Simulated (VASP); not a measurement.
# NiO (Fm-3m) in VASP: a series of runs, part 2 of 2

VASP 6.6.1. The steps go on from the part before.

**3. Relaxation of cell and atoms, vdW-DF, collinear spin, ferromagnetic start**

INCAR

```
PREC = Accurate
ENCUT = 600
EDIFF = 1E-7
ISMEAR = -1
SIGMA = 0.05
LREAL = F
LASPH = T
NELM = 120
ALGO = Normal
ISIF = 3
LWAVE = F
LCHARG = F
ISPIN = 2
MAGMOM = 1 0
LORBIT = 11
LMAXMIX = 4
GGA = RE
LUSE_VDW = T
AGGAC = 0.0
IBRION = 2
NSW = 40
EDIFFG = -0.02
```

KPOINTS

```
Automatic mesh
0
Gamma
  11 11 11
```

POSCAR

```
NiO
1.0
    0.0000000000      2.0859016414      2.0859016414
    2.0859016414      0.0000000000      2.0859016414
    2.0859016414      2.0859016414      0.0000000000
Ni O
1 1
Direct
    0.0000000000      0.0000000000      0.0000000000
    0.5000000000      0.5000000000      0.5000000000
```

Potentials or basis: VASP PAW PBE potentials, release 64 (Ni, O).

Launch:

```bash
$ cat potpaw_PBE.64/Ni/POTCAR potpaw_PBE.64/O/POTCAR > POTCAR
$ mpirun -np 1 vasp_std > vasp.out
```

OUTCAR:

```text
PREC = Accurate
   ENCUT = 600
   EDIFF = 1E-7
   ISMEAR = -1
   LREAL = F
   LASPH = T
   NELM = 120
   ISIF = 3
   ISPIN = 2
   LORBIT = 11
   GGA = RE
   IBRION = 2
   NSW = 40
   EDIFFG = -0.02

 ion  position               nearest neighbor table
   1  0.000  0.000  0.000-   2 2.09   2 2.09   2 2.09   2 2.09   2 2.09   2 2.09
   2  0.500  0.500  0.500-   1 2.09   1 2.09   1 2.09   1 2.09   1 2.09   1 2.09

  LATTYP: Found a face centered cubic cell.
 ALAT       =     4.1718032828

  Lattice vectors:

 A1 = (   0.0000000000,   2.0859016414,   2.0859016414)
 A2 = (   2.0859016414,   0.0000000000,   2.0859016414)
 A3 = (   2.0859016414,   2.0859016414,   0.0000000000)

Analysis of symmetry for initial positions (statically):
=====================================================================
 Subroutine PRICEL returns:
 Original cell was already a primitive cell.

 Routine SETGRP: Setting up the symmetry group for a
 face centered cubic supercell.

 Subroutine GETGRP returns: Found 48 space group operations
 (whereof 48 operations were pure point group operations)
 out of a pool of 48 trial point group operations.

The static configuration has the point symmetry O_h .

Analysis of symmetry for dynamics (positions and initial velocities):
=====================================================================
 Subroutine PRICEL returns:
 Original cell was already a primitive cell.

 Routine SETGRP: Setting up the symmetry group for a
 face centered cubic supercell.

 Subroutine GETGRP returns: Found 48 space group operations
 (whereof 48 operations were pure point group operations)
 out of a pool of 48 trial point group operations.

The dynamic configuration has the point symmetry O_h .

Analysis of structural, dynamic, and magnetic symmetry:
=====================================================================
 Subroutine PRICEL returns:
 Original cell was already a primitive cell.

 Routine SETGRP: Setting up the symmetry group for a
 face centered cubic supercell.

 Subroutine GETGRP returns: Found 48 space group operations
 (whereof 48 operations were pure point group operations)
 out of a pool of 48 trial point group operations.

The overall configuration has the point symmetry O_h .

 Subroutine INISYM returns: Found 48 space group operations
 (whereof 48 operations are pure point group operations),
 and found     1 'primitive' translations

----------------------------------------------------------------------------------------

                                     Primitive cell

  volume of cell :      18.1515

  direct lattice vectors                    reciprocal lattice vectors
     0.000000000  2.085901641  2.085901641    -0.239704495  0.239704495  0.239704495
     2.085901641  0.000000000  2.085901641     0.239704495 -0.239704495  0.239704495
     2.085901641  2.085901641  0.000000000     0.239704495  0.239704495 -0.239704495

  length of vectors
     2.949910391  2.949910391  2.949910391     0.415180364  0.415180364  0.415180364

  position of ions in fractional coordinates (direct lattice)
     0.000000000  0.000000000  0.000000000
     0.500000000  0.500000000  0.500000000

  ion indices of the primitive-cell ions
   primitive index   ion index
                 1           1
                 2           2

----------------------------------------------------------------------------------------

[... 71 lines left out ...]
   EDIFFG = -.2E-01   stopping-criterion for IOM
   NSW    =     40    number of steps for IOM
   IBRION =      2    ionic relax: 0-MD 1-quasi-New 2-CG
   NFREE  =      1    steps in history (QN), initial steepest desc. (CG)
   ISIF   =      3    stress and relaxation
   ISYM   =      2    0-nonsym 1-usesym 2-fastsym
   POTIM  = 0.5000    time-step for ionic-motion
   TEBEG  =    0.0;   TEEND  =   0.0 temperature during run
   PSTRESS=    0.0 pullay stress
   NELECT =      16.0000    total number of electrons
   NUPDOWN=      -1.0000    fix difference up-down
   EMIN   =  10.00;   EMAX   =-10.00  energy-range for DOS
   EFERMI =   0.00;   METHOD = LEGACY
   ISMEAR =    -1;   SIGMA  =   0.05  broadening in eV -4-tet -1-fermi 0-gaus
   EFERMI_NEDOS =   21; number of points for ismear=-14 and -15
   IALGO  =     38    algorithm
   IMIX   =      4    mixing-type and parameters
     AMIX     =   0.40;   BMIX     =  1.00
     AMIX_MAG =   1.60;   BMIX_MAG =  1.00
  volume/ion in A,a.u.               =       9.08        61.25
  Fermi-wavevector in a.u.,A,eV,Ry     =   1.569680  2.966264 33.523312  2.463894
  Thomas-Fermi vector in A             =   2.671526
   LORBIT       =     11    0 simple, 1 ext, 2 COOP (PROOUT), +10 PAW based schemes
   GGA     = RE    functional components
   LHFCALC =     F    Hartree Fock is set to
   AEXX    =    0.0000 exact exchange contribution
   IVDW_NL    =     1    kernel type
   BPARAM     = 6.3000
   IVDW    =     0    specifies the selected vdW correction
   LEPSILON=     F    determine dielectric tensor
   LRPA    =     F    only Hartree local field effects (RPA)
 conjugate gradient relaxation of ions
 spin polarized calculation
  energy-cutoff  :      600.00
  volume of cell :       18.15
 maximum number of plane-waves:       620
   NGX = 11   NGY = 11   NGZ = 11

--------------------------------------- Ionic step        1  -------------------------------------------

 number of electron      16.0000001 magnetization       1.7159614

 Free energy of the ion-electron system (eV)
  ---------------------------------------------------
  ext. energy  EPLUGINS =         0.00000000
  ---------------------------------------------------
  free energy    TOTEN  =        -6.17402200 eV

  energy without entropy =       -6.16305708  energy(sigma->0) =       -6.16853954

------------------------ aborting loop because EDIFF is reached ----------------------------------------

  FORCE on cell =-STRESS in cart. coord.  units (eV):
  Direction    XX          YY          ZZ          XY          YZ          ZX
  --------------------------------------------------------------------------------------
  -------------------------------------------------------------------------------------
  Total        1.5973756      1.5973756      1.5973756     -0.0000000      0.0000000     -0.0000000
  in kB      140.9957891    140.9957891    140.9957891     -0.0000000      0.0000000     -0.0000000
  external PRESSURE =     140.9957891 kB  Pullay stress =       0.0000000 kB
[... 63 lines left out ...]
--------------------------------------- Ionic step        3  -------------------------------------------

 number of electron      16.0000001 magnetization       1.8829757

 Free energy of the ion-electron system (eV)
  ---------------------------------------------------
  ext. energy  EPLUGINS =         0.00000000
  ---------------------------------------------------
  free energy    TOTEN  =        -6.23612402 eV

  energy without entropy =       -6.22895651  energy(sigma->0) =       -6.23254027

 E-fermi :   6.8004     XC(G=0): -11.9987

 val. band max:        6.7990913166   @ k =   0.4545   0.4545   0.0000
 cond. band min:       6.8090312337   @ k =   0.2727   0.1818   0.0909
 fundamental gap:      0.0099399171
 Fermi energy:         6.8003513169

 spin component 1

 k-point     1 :       0.0000    0.0000    0.0000
  band No.  band energies     occupation
      1     -12.7856      1.00000
      2       3.7216      1.00000
      3       3.7217      1.00000
      4       4.1918      1.00000
      5       4.1918      1.00000
      6       4.1918      1.00000
      7       4.1950      1.00000
      8       4.1951      1.00000
      9       4.1951      1.00000
     10       8.2280      0.00000
     11      25.1198      0.00000
     12      25.4910      0.00000
     13      25.4910      0.00000
[... 356 lines left out ...]
      2       0.8410      1.00000
      3       1.7736      1.00000
      4       2.4955      1.00000
      5       4.2450      1.00000
      6       4.4654      1.00000
      7       5.0959      1.00000
      8       5.2069      1.00000
      9       6.5795      0.98806
     10      11.8577      0.00000
     11      19.0514      0.00000
     12      19.5458      0.00000
     13      22.6422      0.00000

 [... further k-points ...]

 spin component 2

 k-point     1 :       0.0000    0.0000    0.0000
  band No.  band energies     occupation
      1     -12.3153      1.00000
      2       4.7315      1.00000
      3       4.7315      1.00000
      4       4.7315      1.00000
      5       5.0130      1.00000
      6       5.0131      1.00000
      7       5.0134      1.00000
      8       6.4428      0.99922
      9       6.4435      0.99920
     10       8.5782      0.00000
     11      25.0290      0.00000
     12      25.6714      0.00000
     13      25.6715      0.00000
[... 401 lines left out ...]
  energy  without entropy=       -6.2289565143  energy(sigma->0) =       -6.23254027

Total vdW correction in eV:      3.0773992

 reached required accuracy - stopping structural energy minimisation

 total charge

# of ion       s       p       d       tot
------------------------------------------
    1        0.306   0.344   8.201   8.852
    2        1.553   3.423   0.000   4.976
--------------------------------------------------
tot          1.859   3.767   8.201  13.827

 magnetization (x)

# of ion       s       p       d       tot
------------------------------------------
    1        0.010   0.013   1.515   1.537
    2        0.025   0.271   0.000   0.296
--------------------------------------------------
tot          0.035   0.283   1.515   1.833
```

OSZICAR:

```text
N       E                     dE             d eps       ncg     rms          rms(c)
DAV:   1     0.102910760000E+03    0.10291E+03   -0.85519E+03  2952   0.171E+03
DAV:   2    -0.170703766863E+01   -0.10462E+03   -0.92267E+02  3112   0.312E+02
DAV:   3    -0.831599670101E+01   -0.66090E+01   -0.63491E+01  3197   0.863E+01
DAV:   4    -0.839159093852E+01   -0.75594E-01   -0.75503E-01  3273   0.926E+00
[... 40 lines left out ...]
DAV:   7    -0.623611204323E+01    0.25070E-04   -0.14778E-04  4037   0.206E-01    0.452E-02
DAV:   8    -0.623612428286E+01   -0.12240E-04   -0.18978E-05  3531   0.618E-02    0.146E-02
DAV:   9    -0.623612346220E+01    0.82066E-06   -0.34040E-06  3236   0.407E-02    0.431E-03
DAV:  10    -0.623612398540E+01   -0.52320E-06   -0.17010E-07  2120   0.532E-03    0.680E-04
DAV:  11    -0.623612401637E+01   -0.30966E-07   -0.25589E-08  1491   0.221E-03
   3 F= -.62361240E+01 E0= -.62325403E+01  d E =-.621020E-01  mag=     1.8830
```

CONTCAR:

```text
NiO
   1.00000000000000
     0.0000000000000000    2.1417428524753479    2.1417428524753479
     2.1417428524753479    0.0000000000000000    2.1417428524753479
     2.1417428524753479    2.1417428524753479   -0.0000000000000000
  Ni              O
     1     1
Direct
     0.0000000000000000    0.0000000000000000    0.0000000000000000
     0.5000000000000000    0.5000000000000000    0.5000000000000000

  0.00000000E+00  0.00000000E+00  0.00000000E+00
  0.00000000E+00  0.00000000E+00  0.00000000E+00
```

It took 2.4 min on 1 thread of Intel Xeon Platinum 8375C at 2.90GHz (Ice Lake), shared host; peak memory 0.3 GiB.

Results:

```yaml
Free_energy: -6.2361 eV
Relaxed_volume: 9.82 Å³/atom
Relaxed_cell: a = 3.029 Å, b = 3.029 Å, c = 3.029 Å, α = 60.00°, β = 60.00°, γ = 60.00°
Space_group_after_relaxing_to_0.05_Å: Fm-3m (No. 225)
Energy_gained_by_relaxing: 31.1 meV/atom
Ionic_steps: 3
Pressure_after_relaxing: 0.0 GPa
Band_gap_on_the_k_mesh: none (metal or under the smearing width)
Net_moment: 1.88 μB per cell
Site_moments: Ni +1.54; O +0.30 μB
Valence_electrons_inside_the_program's_atomic_spheres: Ni 8.85; O 4.98
```

The path:
```
step  energy change (eV)  largest force (eV/Å)  pressure (GPa)  volume (Å³)
   1              0.0000                0.0000           14.10        18.15
   2             -0.0513                0.0000           -4.91        20.33
   3             -0.0621                0.0000            0.01        19.65
```

Final structure:
```
Ni O
1.0
     0.00000    2.14174    2.14174
     2.14174    0.00000    2.14174
     2.14174    2.14174    0.00000
Ni O
1 1
Direct
  0.00000 0.00000 0.00000
  0.50000 0.50000 0.50000
```

Caveat: the PAW data sets were made with another functional, which shifts forces and pressure a little; a cell with one magnetic atom can't hold antiferromagnetic order, which such compounds often take; semilocal functionals often make such compounds metallic where correlation or magnetic order opens a gap, which also shifts bond lengths. Zero-point motion and thermal expansion aren't in these numbers.

**4. Relaxation of cell and atoms, optPBE-vdW, collinear spin, ferromagnetic start**

INCAR

```
AGGAC = 0.0
ALGO = Fast
EDIFF = 1E-7
EDIFFG = -0.01
ENCUT = 600
GGA = OR
IBRION = 2
ISIF = 3
ISMEAR = -1
ISPIN = 2
LASPH = T
LCHARG = F
LMAXMIX = 4
LORBIT = 11
LREAL = F
LUSE_VDW = T
LWAVE = F
MAGMOM = 1 0
NELM = 150
NSW = 60
PREC = Accurate
SIGMA = 0.05
```

KPOINTS

```
k-points
0
Gamma
  11 11 11
```

POSCAR is that of step 3.

Launch:

```bash
$ cat potpaw_PBE.64/Ni/POTCAR potpaw_PBE.64/O/POTCAR > POTCAR
$ mpirun -np 1 vasp_std > vasp.out
```

Run time: 2.6 min. Hardware: 1 thread of Intel Xeon Platinum 8375C at 2.90GHz (Ice Lake), shared host; peak memory 0.3 GiB.

Results (log left out):

| Quantity | Value |
| --- | --- |
| Free energy | -6.8824 eV |
| Relaxed volume | 9.38 Å³/atom |
| Relaxed cell | a = 2.982 Å, b = 2.982 Å, c = 2.982 Å, α = 60.00°, β = 60.00°, γ = 60.00° |
| Space group after relaxing (to 0.05 Å) | Fm-3m (No. 225) |
| Energy gained by relaxing | 5.1 meV/atom |
| Ionic steps | 3 |
| Pressure after relaxing | 0.1 GPa |
| Band gap on the k mesh | none (metal or under the smearing width) |
| Net moment | 1.68 μB per cell |
| Site moments | Ni +1.38; O +0.25 μB |
| Valence electrons inside the program's atomic spheres | Ni 8.95; O 4.97 |

The path:
| step | energy change (eV) | largest force (eV/Å) | pressure (GPa) | volume (Å³) |
| --- | --- | --- | --- | --- |
| 1 | 0.0000 | 0.0000 | 5.62 | 18.15 |
| 2 | -0.0087 | 0.0000 | -1.86 | 19.00 |
| 3 | -0.0102 | 0.0000 | 0.08 | 18.76 |

Final structure:
```
Ni O
1.0
     0.00000    2.10886    2.10886
     2.10886    0.00000    2.10886
     2.10886    2.10886    0.00000
Ni O
1 1
Direct
  0.00000 0.00000 0.00000
  0.50000 0.50000 0.50000
```

Levels at points of the mesh, in eV from the Fermi level:
Spin up:
| k point | band 5 | band 6 | band 7 | band 8 | band 9 | band 10 | band 11 | band 12 | band 13 |
| --- | --- | --- | --- | --- | --- | --- | --- | --- | --- |
| (0.00, 0.00, 0.00) | -2.88 | -2.88 | -2.57 | -2.57 | -2.57 | 1.55 | 18.19 | 18.90 | 18.90 |
Spin down:
| k point | band 3 | band 4 | band 5 | band 6 | band 7 | band 8 | band 9 | band 10 | band 11 | band 12 |
| --- | --- | --- | --- | --- | --- | --- | --- | --- | --- | --- |
| (0.00, 0.00, 0.00) | -2.41 | -2.41 | -1.79 | -1.79 | -1.79 | -0.59 | -0.59 | 1.87 | 18.13 | 19.09 |

Caveat: the PAW data sets were made with another functional, which shifts forces and pressure a little; a cell with one magnetic atom can't hold antiferromagnetic order, which such compounds often take; semilocal functionals often make such compounds metallic where correlation or magnetic order opens a gap, which also shifts bond lengths.

**5. The runs side by side**

| level | gap on the mesh (eV) | pressure (GPa) | moment (μB) | relaxed volume (Å³/atom) |
| --- | --- | --- | --- | --- |
| rev-vdW-DF2 | none | 0.0 | 1.29 | 8.95 |
| vdW-DF | none | 0.0 | 1.88 | 9.82 |
| optPBE-vdW | none | 0.1 | 1.68 | 9.38 |

Alike in all rows: task relaxation of cell and atoms; potentials or basis VASP PAW PBE potentials, release 64 (Ni, O); spin collinear, ferromagnetic start; cell relaxed; k mesh 11 × 11 × 11; cutoff (eV) 600; smearing fermi-dirac 0.05 eV.

Caveats: the PAW data sets were made with another functional, which shifts forces and pressure a little; a cell with one magnetic atom can't hold antiferromagnetic order, which such compounds often take; semilocal functionals often make such compounds metallic where correlation or magnetic order opens a gap, which also shifts bond lengths.

Absolute energies hang on the potentials; compare differences alone.
